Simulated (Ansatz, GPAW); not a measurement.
BeSe: GLLB-SC, run from Python

These are simulated results from GPAW 26.7.0, not measurements. The cell was built from a prototype and was relaxed with r2SCAN in plane waves (Ansatz 0.2.0). Not every such cell is a known phase. All runs are without spin polarisation.

Space group F-43m (No. 216), cubic; a = 5.162 Å in the conventional setting, 17.19 Å³ an atom. Around Be lie 4 Se at 2.24 Å; around Se lie 4 Be at 2.24 Å.

GLLB-SC is a model potential. Its fundamental gap is the Kohn-Sham gap plus a derivative discontinuity, which the script evaluates at the band edges among the listed k points. Its total energy isn't variational and serves nothing here.

run.py reads:

```python
import json
from ase import Atoms
from gpaw import GPAW, PW, FermiDirac

atoms = Atoms(['Be', 'Se'],
              cell=[[0.0, 2.58103537, 2.58103537], [2.58103537, 0.0, 2.58103537], [2.58103537, 2.58103537, 0.0]],
              scaled_positions=[[0.0, 0.0, 0.0], [0.25, 0.25, 0.25]],
              pbc=True)
calc = GPAW(mode=PW(400), xc='GLLBSC', kpts={'size': (6, 6, 6), 'gamma': True},
            occupations=FermiDirac(0.02), maxiter=100, legacy_gpaw=True, txt='gpaw.txt')
atoms.calc = calc
res = {'energy': atoms.get_potential_energy(force_consistent=True)}
res['electrons'] = calc.get_number_of_electrons()
res['k'] = calc.get_ibz_k_points().tolist()
res['levels'] = [calc.get_eigenvalues(kpt=i).tolist() for i in range(len(res['k']))]
points = [[0.0, 0.0, 0.0], [-0.5, -0.5, 0.0], [-0.375, -0.375, 0.25], [-0.375, 0.0, 0.375], [0.0, 0.0, 0.5], [-0.5, -0.25, 0.25], [0.0, 0.5, 0.5]]
bands = calc.fixed_density(kpts=points, symmetry='off', nbands=round(res['electrons']) // 2 + 6, convergence={'bands': -2}, txt='bands.txt')
res['points'] = [bands.get_eigenvalues(kpt=i).tolist() for i in range(len(points))]
homo, lumo = bands.get_homo_lumo()
potential = calc.hamiltonian.xc.response.calculate_discontinuity_potential(homo, lumo)
res['discontinuity'] = bands.hamiltonian.xc.response.calculate_discontinuity(potential)
json.dump(res, open('results.json', 'w'))
print('free energy (eV):', round(res['energy'], 5))
```

Command: `python run.py`. It took 6.9 s on 1 thread of Arm Neoverse V1, with other jobs on the host, peak memory 0.13 GiB.

The log gpaw.txt, trimmed of paths, versions and times, then the last line on the terminal. An iter line gives the energy in eV and the logarithms of the changes of orbitals (plane waves alone) and density (c: converged):

```
___ ___ ___ _ _ _
 |   |   |_  | | | |

 | | | | | . | | | |

 |__ |  _|___|_____|  26.7.0
 |___|_|

Input parameters:
  kpts: {gamma: True,
         size: (6, 6, 6)}
  maxiter: 100
  mode: {ecut: 400.0,
         name: pw}
  occupations: {fixmagmom: False,
                name: fermi-dirac,
                width: 0.02}
  xc: GLLBSC

System changes: positions, numbers, cell, pbc, initial_charges, initial_magmoms

Initialize ...

species:
  Be:
    name:    Beryllium
    Z:       4.0
    valence: 2
    core:    2
    charge:  0.0  # [|e|]
    compensation charges:
      type: gauss
      rc: 0.25  # [Å]
      lmax: 2
    cutoffs:
      filter: 1.42  # [Å]
      core: 1.84  # [Å]
    projectors
    | kind |    occ | energy [eV] | rcut [Å] |

    |------|--------|-------------|----------|

    |   2s |  2.000 |      -8.330 |    0.794 |

    |   2p |  0.000 |      -4.422 |    0.794 |

    |    s |        |      18.882 |    0.794 |

    Using partial waves for Be as LCAO basis

  Se:
    name:    Selenium
    Z:       34.0
    valence: 6
    core:    28
    charge:  0.0  # [|e|]
    compensation charges:
      type: gauss
      rc: 0.27  # [Å]
      lmax: 2
    cutoffs:
      filter: 1.77  # [Å]
      core: 2.61  # [Å]
    projectors
    | kind |    occ | energy [eV] | rcut [Å] |

    |------|--------|-------------|----------|

    |   4s |  2.000 |     -19.929 |    0.847 |

    |   4p |  4.000 |      -9.440 |    1.005 |

    |    s |        |       7.282 |    0.847 |

    |    p |        |      17.771 |    1.005 |

    |    d |        |       0.000 |    0.847 |

    Using partial waves for Se as LCAO basis

Reference energy: -66453.035309  # eV

Spin-paired calculation

Convergence criteria:
 Maximum [total energy] change in last 3 cyles: 0.0005 eV / valence electron
 Maximum integral of absolute [dens]ity change: 0.0001 electrons / valence electron
 Maximum integral of absolute [eigenst]ate change: 4e-08 eV^2 / valence electron
 Maximum number of scf [iter]ations: 100
 (Square brackets indicate name in SCF output, whereas a 'c' in
 the SCF output indicates the quantity has converged.)

Symmetries present (total): 24

  ( 1  0  0)  ( 1  0  0)  ( 1  0 -1)  ( 1  0 -1)  ( 1 -1  0)  ( 1 -1  0)
  ( 0  1  0)  ( 0  0  1)  ( 0  1 -1)  ( 0  0 -1)  ( 0 -1  1)  ( 0 -1  0)
  ( 0  0  1)  ( 0  1  0)  ( 0  0 -1)  ( 0  1 -1)  ( 0 -1  0)  ( 0 -1  1)

  ( 0  1  0)  ( 0  1  0)  ( 0  1 -1)  ( 0  1 -1)  ( 0  0  1)  ( 0  0  1)
  ( 1  0  0)  ( 0  0  1)  ( 1  0 -1)  ( 0  0 -1)  ( 1  0  0)  ( 0  1  0)
  ( 0  0  1)  ( 1  0  0)  ( 0  0 -1)  ( 1  0 -1)  ( 0  1  0)  ( 1  0  0)

  ( 0  0 -1)  ( 0  0 -1)  ( 0 -1  1)  ( 0 -1  1)  ( 0 -1  0)  ( 0 -1  0)
  ( 1  0 -1)  ( 0  1 -1)  ( 1 -1  0)  ( 0 -1  0)  ( 1 -1  0)  ( 0 -1  1)
  ( 0  1 -1)  ( 1  0 -1)  ( 0 -1  0)  ( 1 -1  0)  ( 0 -1  1)  ( 1 -1  0)

  (-1  1  0)  (-1  1  0)  (-1  0  1)  (-1  0  1)  (-1  0  0)  (-1  0  0)
  (-1  0  1)  (-1  0  0)  (-1  1  0)  (-1  0  0)  (-1  1  0)  (-1  0  1)
  (-1  0  0)  (-1  0  1)  (-1  0  0)  (-1  1  0)  (-1  0  1)  (-1  1  0)

216 k-points: 6 x 6 x 6 Monkhorst-Pack grid + [1/12,1/12,1/12]
16 k-points in the irreducible part of the Brillouin zone
       k-points in crystal coordinates                weights
   0:     0.00000000    0.00000000    0.00000000          1/216
   1:     0.16666667    0.16666667    0.00000000          6/216
   2:     0.16666667    0.16666667    0.16666667          8/216
   3:     0.33333333    0.16666667    0.16666667         12/216
   4:     0.33333333    0.33333333   -0.33333333         12/216
   5:     0.33333333    0.33333333    0.00000000          6/216
   6:     0.33333333    0.33333333    0.16666667         24/216
   7:     0.33333333    0.33333333    0.33333333          8/216
   8:     0.50000000    0.33333333   -0.33333333         24/216
   9:     0.50000000    0.33333333   -0.16666667         12/216
          ...
  15:     0.50000000    0.50000000    0.50000000          4/216

Wave functions: Plane wave expansion
  Cutoff energy: 400.000 eV
  Number of coefficients (min, max): 609, 636
  Pulay-stress correction: 0.000000 eV/Ang^3 (de/decut=0.000000)
  Using FFTW library
  ScaLapack parameters: grid=1x1, blocksize=None
  Wavefunction extrapolation:
    Improved wavefunction reuse through dual PAW basis

Occupation numbers: Fermi-Dirac:
  width: 0.0200  # eV

Eigensolver
   Davidson(niter=2)

Densities:
  Coarse grid: 18*18*18 grid
  Fine grid: 36*36*36 grid
  Total Charge: 0.000000

Density mixing:
  Method: separate
  Backend: msr1
  Linear mixing parameter: 0.05
  old densities: 10
  Width of damping distribution: 1.1
  Damping of long wavelength oscillations: 20

Hamiltonian:
  XC and Coulomb potentials evaluated on a 36*36*36 grid
  Using the GLLBSC Exchange-Correlation functional
  External potential:
    NoExternalPotential

XC parameters: GLLBSC functional being used consists of
  -----------------------------------------------------------------------
  | Weight | Module     | Description                                   |

  -----------------------------------------------------------------------
  |  1.000 | SCREENING  | GGA_X_PBE_SOL with 2 nearest neighbor stencil |

  |  1.000 | RESPONSE   | eps=0.0500 eV                                 |

  |  1.000 | XC         | GGA_C_PBE_SOL with 2 nearest neighbor stencil |

  -----------------------------------------------------------------------

Memory estimate:
  Process memory now: 109.92 MiB
  Calculator: 6.74 MiB
    Density: 2.88 MiB
      Arrays: 1.16 MiB
      Localized functions: 0.83 MiB
      Mixer: 0.89 MiB
    Hamiltonian: 0.78 MiB
      Arrays: 0.76 MiB
      XC: 0.00 MiB
      Poisson: 0.00 MiB
      vbar: 0.02 MiB
    Wavefunctions: 3.09 MiB
      Arrays psit_nG: 1.24 MiB
      Eigensolver: 0.14 MiB
      Projections: 0.04 MiB
      Projectors: 1.29 MiB
      PW-descriptor: 0.38 MiB

Total number of cores used: 1

Number of atoms: 2
Number of atomic orbitals: 8
Number of bands in calculation: 8
Number of valence electrons: 8
Bands to converge: occupied

... initialized

Initializing position-dependent things.

Density initialized from atomic densities
Creating initial wave functions:
  8 bands from LCAO basis set
Positions:
   0 Be     0.000000    0.000000    0.000000    ( 0.0000,  0.0000,  0.0000)
   1 Se     1.290518    1.290518    1.290518    ( 0.0000,  0.0000,  0.0000)

Unit cell:
           periodic     x           y           z      points  spacing
  1. axis:    yes    0.000000    2.581035    2.581035    18     0.1656
  2. axis:    yes    2.581035    0.000000    2.581035    18     0.1656
  3. axis:    yes    2.581035    2.581035    0.000000    18     0.1656

  Lengths:   3.650135   3.650135   3.650135
  Angles:   60.000000  60.000000  60.000000

Effective grid spacing dv^(1/3) = 0.1807

iter:   1    -8.643167
iter:   2    -9.525849   -1.07  -1.02
iter:   3    -9.272250   -2.32  -0.87
iter:   4    -9.196624   -1.53  -1.08
iter:   5    -9.328641   -2.27  -1.30
iter:   6    -9.380391   -2.96  -1.22
iter:   7    -9.319308   -4.11  -1.23
iter:   8    -9.313339   -2.45  -1.21
iter:   9    -9.312835   -3.60  -1.60
iter:  10    -9.295961   -2.73  -1.43
iter:  11    -9.324684   -3.30  -2.01
iter:  12    -9.316909   -5.12  -2.79
iter:  13    -9.314698   -6.25  -3.22
iter:  14    -9.313044c  -6.37  -3.75
iter:  15    -9.314138c  -7.20  -3.72
iter:  16    -9.314182c  -8.34c -4.98c

Converged after 16 iterations.

Energy contributions relative to reference atoms: (reference = -66453.035309)

Kinetic:        +37.023762
Potential:      -34.405060
External:        +0.000000
XC:             -12.094912
Entropy (-ST):   -0.000000
Local:           +0.162028
SIC:             +0.000000
--------------------------
Free energy:     -9.314182
Extrapolated:    -9.314182

GLLBSC response reference energy: 3.76109 eV (from HOMO)

Showing only first 2 kpts
 Kpt  Band  Eigenvalues  Occupancy
  0     2      3.76087    2.00000
  0     3      3.76087    2.00000
  0     4      8.43292    0.00000
  0     5      9.25718    0.00000

  1     2      2.87436    2.00000
  1     3      2.87436    2.00000
  1     4      8.48508    0.00000
  1     5     10.09531    0.00000

Fermi level: 4.64672

Gap: 2.950 eV
Transition (v -> c):
  (s=0, k=0, n=3, [0.00, 0.00, 0.00]) -> (s=0, k=12, n=4, [0.50, 0.50, 0.00])
Direct/indirect transitions are different
Direct gap: 4.672 eV
Transition at: (s=0, k=0, n=3, [0.00, 0.00, 0.00])

free energy (eV): -9.31418
```

The gap in the log is over the mesh alone; results.json adds the listed points. GLLB-SC gives a gap of 4.24 eV (2.950 eV Kohn-Sham over the listed points plus 1.292 eV discontinuity). On the same cell, plane-wave PBE (Ansatz, 8×8×8 k points and the special points) gives a gap of 2.66 eV and r2SCAN a gap of 3.12 eV; on shared hosts these took about 1.9 and 4.5 core-seconds on the 2-atom cell, against 6.9 for the script. Semilocal gaps usually lie below measured ones.

The runs are scalar-relativistic, without spin-orbit coupling.
